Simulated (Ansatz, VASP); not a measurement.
MgO in VASP and in Ansatz

```xyz
2
Lattice="2.6118 0.0000 0.0000 0.0000 2.6233 0.0000 0.0000 0.0000 2.6233" Properties=species:S:1:pos:R:3 pbc="T T T"
Mg    0.0000    0.0000    0.0000
O     1.3059    1.3117    1.3117
```

Change from the starting cell: uniaxial_x strain -0.4%.

Alike in both runs: task single point; functional PBE; k mesh 10 × 10 × 10; occupations fermi-dirac, width 0.02 eV; no spin polarisation.

|  | VASP | Ansatz |
| --- | --- | --- |
| version | VASP 6.6.1 | Ansatz 0.2.0 |
| potentials or method | VASP PAW PBE potentials, release 64 (Mg, O) | plane waves, PAW |
| plane-wave cutoff (eV) | 520 | 420 |
| valence electrons in the cell | 8 | 16 |

```csv
,VASP,Ansatz,Ansatz less VASP
gap on the k mesh at the Fermi level (eV),2.63,2.65,+0.019
pressure (GPa),6.2,7.0,+0.75
largest component of the traceless stress (GPa),1.99,1.98,-0.011
```

The two sets of potentials don't hold the same shells in valence.

A k mesh can miss the band edges.
